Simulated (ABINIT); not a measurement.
Input of an ABINIT 10.8.3 (patched build) run:

The input run.abi:

```
# Pseudopotentials
pp_dirpath "./"
pseudos "Mo.upf, S.upf"

# Structure
acell 3*1.0
rprim
     2.9961607706     1.7298342274    11.5556689531
    -2.9961607706     1.7298342274    11.5556689531
     0.0000000000    -3.4596684549    11.5556689531
ntypat 2
znucl 42 16
natom 3
typat 1 2 2
xred
     0.0000000000     0.0000000000     0.0000000000
     0.2500000000     0.2500000000     0.2500000000
     0.7500000000     0.7500000000     0.7500000000

# Plane-wave basis
ecut 40.0

# k points
kptopt 1
ngkpt 10 10 10
nshiftk 1
shiftk 0.0 0.0 0.0

# Exchange and correlation
ixc -116133

# Bands and occupations
nband 17
occopt 3
tsmear 0.05 eV

# SCF cycle
nstep 100
tolvrs 1.0e-10

# Output
iomode 3
prtwf 0
prtden 0
prteig 0
prtebands 0
enunit 1
```

Potentials or basis: PseudoDojo NC SR PBEsol v0.4.1 standard.

The run is started by

```console
$ abinit run.abi > log 2>&1
```

Problem. Predict the pressure.

Solution. 2.9 GPa.

Problem. Estimate the largest force.

Solution. 0.768 eV/Å.

Forces on the atoms (eV/Å):
```
Mo   0.000  0.000  0.000
S    0.000  0.000 -0.768
S    0.000  0.000  0.768
```

Caveat: the cell's inner coordinates are idealised or old, which leaves forces on the atoms.
